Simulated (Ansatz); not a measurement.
**Energy landscape near a Ga structure**

Method: Ansatz, DFT PBEsol, scalar-relativistic, plane waves, PAW.

Plane waves to 420 eV, a k mesh through Γ of 16×12×10 on the computed 2-atom cell and Gaussian smearing (0.10 eV); no spin polarisation.

Reference cell:

```
CELL_PARAMETERS angstrom
2.77842 0.00000 0.00000
0.00000 3.28161 0.00000
-1.34343 0.00000 3.99027
ATOMIC_POSITIONS crystal
Ga 0.86540 0.25000 0.22983
Ga 0.13460 0.75000 0.77017
```

Each variant moves atoms of this cell by the vectors given, if any (Å), and then applies a symmetric strain (tensor components, Cartesian axes). The reference cell isn't relaxed at this level. Energies are per atom at zero smearing, counted from the lowest variant. Pressure is positive in compression.

1. strain (xx yy zz yz xz xy, %) -2.89 -4.11 -2.32 0.00 -0.17 0.00; moves: Ga1 (0.165, 0.000, -0.188); Ga2 (-0.165, 0.000, 0.188)
2. strain (xx yy zz yz xz xy, %) 6.37 3.37 -4.13 0.00 4.74 0.00; moves: Ga1 (0.137, 0.000, 0.060); Ga2 (-0.137, 0.000, -0.060)
3. no strain; moves: Ga2 (0.000, 0.000, 0.150)
4. strain (xx yy zz yz xz xy, %) 0.89 1.55 4.22 0.00 -0.11 0.00; moves: Ga1 (0.217, 0.000, 0.124); Ga2 (-0.217, 0.000, -0.124)
5. strain (xx yy zz yz xz xy, %) -1.94 -6.65 0.63 0.00 -0.61 0.00; moves: Ga1 (-0.023, 0.000, 0.055); Ga2 (0.023, 0.000, -0.055)
6. no strain; moves: Ga2 (0.000, 0.000, 0.090)

| variant | ΔE (meV/atom) | P (GPa) | largest force (eV/Å) | space group |
| --- | --- | --- | --- | --- |
| 1 | 320.2 | 14.90 | 2.93 | P2_1/m |
| 2 | 56.2 | -1.31 | 0.46 | P2_1/m |
| 3 | 17.2 | 0.26 | 0.70 | P2_1/m |
| 4 | 38.0 | -2.97 | 0.63 | P2_1/m |
| 5 | 22.0 | 5.12 | 0.52 | P2_1/m |
| 6 | 0.0 | -0.32 | 0.45 | P2_1/m |

This form isn't the element's structure at ambient conditions.